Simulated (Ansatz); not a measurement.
Crystal: FeGe2.

```xyz
6
Lattice="-2.9596 2.9596 2.4514 2.9596 -2.9596 2.4514 2.9596 2.9596 -2.4514" Properties=species:S:1:pos:R:3 pbc="T T T"
Ge   -0.9168    2.0427    2.4514
Ge    2.0427    0.9168    2.4514
Ge    0.9168    2.0427    0.0000
Ge    3.8764    0.9168    0.0000
Fe    0.0000    0.0000    1.2257
Fe    0.0000    0.0000    3.6771
```

The cell is a database's computed one.

Program: Ansatz 0.2.0. Alike in all runs: task band structure; potentials or basis Ansatz PAW; cell as given; k mesh 7 × 7 × 7; smearing fermi-dirac 0.05 eV.

Task: Order these runs on this cell by their pressure, lowest first.
A. level r2SCAN; spin collinear, ferromagnetic start; cutoff (eV) 500
B. level PBEsol; spin non-collinear, ferromagnetic start, SOC; cutoff (eV) 420
C. level LDA; spin collinear, ferromagnetic start; cutoff (eV) 420

Result: C (-9.6 GPa), B (-5.4 GPa), A (0.6 GPa).

Caveats: the PAW data sets come from PBE, with cores solved anew for the run's functional, which leaves a small shift of forces and pressure; the magnetic or orbital state may not be the lowest (some runs).

Not every run made on this cell is shown here.
